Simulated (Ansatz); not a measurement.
**MoS2 under changes of volume**

One of the cells (17.728 Å³/atom); the others are scaled copies at fixed shape and fractional positions:

```
Mo S
1.0
     1.58000    0.91221    6.15000
    -1.58000    0.91221    6.15000
     0.00000   -1.82443    6.15000
Mo S
1 2
Direct
  0.00000 0.00000 0.00000
  0.41700 0.41700 0.41700
  0.25000 0.25000 0.25000
```

Measurements of this composition are mostly on another form, of space group No. 194.

```yaml
Program: Ansatz 0.2.0
Functional: PBEsol
Potentials_or_basis: all-electron LAPW, scalar-relativistic
Cutoff: 267 eV (chosen from the basis error)
Basis_error_allowed: 0.001 eV/atom
k_mesh: 10 × 10 × 10
Occupations: fermi-dirac, width 0.05 eV
Spin: no spin polarisation
```

```tsv
volume (Å³/atom)	energy over the lowest point (meV/atom)	pressure (GPa)	gap on the mesh (eV)	largest force (eV/Å)
16.664	37.13	11.4	0.85	1.417
17.019	16.47	7.3	0.87	1.001
17.373	4.38	3.7	0.89	0.616
17.728	0.00	0.4	0.91	0.260
18.083	2.55	-2.6	0.93	0.152
18.437	11.32	-5.3	0.94	0.455
18.792	?	?	?	?
```

Task: What does the run at 18.792 Å³/atom give?

Result: Energy over the lowest point 25.66 meV/atom; pressure -7.7 GPa; gap on the mesh 0.96 eV; largest force 0.735 eV/Å.

Worked out: A Birch-Murnaghan fit of order 3 (a polynomial in V^(-2/3)) to the other rows has its minimum at 17.77 Å³/atom with B0 = V·E''(V) = 155 GPa and B' = 4.3 at fixed shape and positions, which overstates the stiffness. It gives 25.75 meV/atom at 18.792 Å³/atom, against the run's 25.66, and -dE/dV = -7.7 GPa, against -7.7. A straight line through the other rows of the gap, of slope 0.919 eV per unit of ln V, extrapolates to 0.96 eV, against the run's 0.96.

Energies are extrapolated to zero smearing.

Caveats: forces of over 1 eV/Å show positions far from the minimum, so gaps and moduli don't describe the material at rest (some runs).

A mesh can miss the band edges. Spin-orbit coupling on Mo is left out.
